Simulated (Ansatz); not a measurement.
Point defect: S on a Zn site in ZnS

Level of theory: DFT PBE, scalar-relativistic, plane waves, PAW (Ansatz 0.2.0). Settings: 420 eV cutoff, 2×2×2 k-mesh, Gaussian smearing of 0.01 eV, collinear spin in charge +1 alone.

Host crystal, relaxed:

```xyz
6
Lattice="1.9231 1.1103 9.4493 -1.9231 1.1103 9.4493 0.0000 -2.2206 9.4493" Properties=species:S:1:pos:R:3 pbc="T T T"
Zn    0.0000    0.0000   28.3469
Zn    0.0000    0.0000    6.3004
Zn    0.0000    0.0000   12.6015
S     0.0000    0.0000    2.3612
S     0.0000    0.0000   14.9635
S     0.0000    0.0000    8.6582
```

Supercell of 30 atoms, rows in host cell vectors: 1 -2 1; 0 -1 0; 3 -1 -2. Atoms relax at the host's cell from a start displaced at random by 0.05 Å near the defect, so other minima may exist. The cell is small, so energies carry finite-size errors of tenths of an eV. The host's Kohn–Sham gap is 2.06 eV. Atoms are taken from and returned to the elements' standard states. Charged cells are corrected for image charges with the computed static dielectric tensor (mean 9.3) and aligned with the host's potential at far atoms (alignment terms reach 0.26 eV). No band-filling term is added, and the Fermi level counts from the host's valence band top.

Defect: S on a Zn site set at (0.000, 0.000, 0.000) of the host cell. In charge 0 some atom moved by up to 0.8 Å, so the relaxed defect can differ in kind from the start. Before relaxation its nearest neighbours are 4 S at 2.36 Å.

```json
{"charge": "+2", "E_f at the valence band top (eV)": "3.84", "over the neutral state (eV)": "0.01", "moment (μB)": "0.00", "largest move (Å)": "0.17", "atoms near the site": "1 S at 2.15 Å, 1 S at 2.16 Å, 1 S at 2.62 Å, 1 S at 2.63 Å"}
{"charge": "+1", "E_f at the valence band top (eV)": "3.65", "over the neutral state (eV)": "-0.18", "moment (μB)": "1.00", "largest move (Å)": "0.47", "atoms near the site": "1 S at 2.19 Å, 1 S at 2.24 Å, 1 S at 2.59 Å, 1 S at 2.93 Å"}
{"charge": "0", "E_f at the valence band top (eV)": "3.83", "over the neutral state (eV)": "0.00", "moment (μB)": "0.00", "largest move (Å)": "0.82", "atoms near the site": "1 S at 2.29 Å, 1 S at 2.35 Å, 1 S at 2.40 Å"}
```

Among the charges computed the stable one is +1 at the valence band top, changing to 0 at 0.18 eV. In charge +2 the extra carrier would gain by moving to a band edge of the host, so it isn't bound in the gap, though by less than the errors named above. Other sites of the defect weren't tried.